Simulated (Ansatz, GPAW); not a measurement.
This is a calculation of HfO2 for Ansatz 0.2.0. Measurements of this composition are mostly on another form, of space group No. 14.

Contents of input.yaml:

```yaml
crystal:
  lattice:
    - [0.0, 2.5575, 2.5575]
    - [2.5575, 0.0, 2.5575]
    - [2.5575, 2.5575, 0.0]
  atoms:
    - { symbol: Hf, position: [0.0, 0.0, 0.0] }
    - { symbol: O, position: [0.75, 0.75, 0.75] }
    - { symbol: O, position: [0.25, 0.25, 0.25] }
hamiltonian:
  xc: pbe
  pseudopotentials: { kind: paw }
kpoints:
  mp_grid: { grid: [9, 9, 9] }
scf:
  occupations: { method: gaussian, width: 0.024 }
output:
  forces: true
  stress: true
  eigenvalues: true
  write_density: true
  write_potential: true
  elf: true
  volumetric_format: npy
```

Potentials or basis: Ansatz PAW.

Run with:

```sh
$ ansatz run input.yaml --threads 2 --pin off --max-ram 5632MiB --backend cpu --events-out ev --progress --plain --runs-dir out
```

Question: Translate it to GPAW 26.7.0 (ASE script). Potentials or basis there: GPAW PAW data sets (gpaw-data 1.2.1), cutoff 800 eV.

Answer: As run (cutoffs and basis follow the program's own potentials, and thresholds, step limits or extra output files can differ):

The input run.py:

```python
from ase import Atoms
from ase.dft.bandgap import bandgap
from ase.io import write
from ase.units import GPa
from gpaw import GPAW, PW

atoms = Atoms(['Hf', 'O', 'O'],
              cell=[[0.0, 2.5575, 2.5575],
                    [2.5575, 0.0, 2.5575],
                    [2.5575, 2.5575, 0.0]],
              scaled_positions=[[0.0, 0.0, 0.0],
                                [0.75, 0.75, 0.75],
                                [0.25, 0.25, 0.25]],
              pbc=True)

calc = GPAW(mode=PW(800),
            xc='PBE',
            kpts={'size': (9, 9, 9), 'gamma': True},
            occupations={'name': 'methfessel-paxton', 'order': 0, 'width': 0.024},
            nbands=24,
            convergence={'density': 1e-05, 'energy': 1e-05},
            maxiter=150,
            txt='gpaw.txt')
atoms.calc = calc
energy = atoms.get_potential_energy()
forces = atoms.get_forces()
stress = atoms.get_stress()
calc.write('gs.gpw')
write('result.traj', atoms)
print(f'Energy: {energy:.6f} eV')
print('Forces (eV/A):')
print(forces.round(4))
print('Stress (GPa):', (stress / GPa).round(3))
print('Fermi level:', round(calc.get_fermi_level(), 4), 'eV')
print(f'Gap: {bandgap(calc)[0]:.4f} eV, direct: {bandgap(calc, direct=True)[0]:.4f} eV')
```

Potentials or basis: GPAW PAW data sets (gpaw-data 1.2.1), pw.

Launch:

```console
$ OMP_NUM_THREADS=1 python run.py
```

Both were run:

|  | Ansatz | GPAW |
| --- | --- | --- |
| Pressure | -2.5 GPa | -2.8 GPa |

Ansatz's pressure holds a Pulay term of +0.86 GPa for its cutoff of 420 eV, which the other run lacks.

The potentials hold 38 and 24 valence electrons a cell.

Where Ansatz's input types no cutoff or centring, it takes its own default and a Γ-centred mesh.

Pressure is positive in compression.
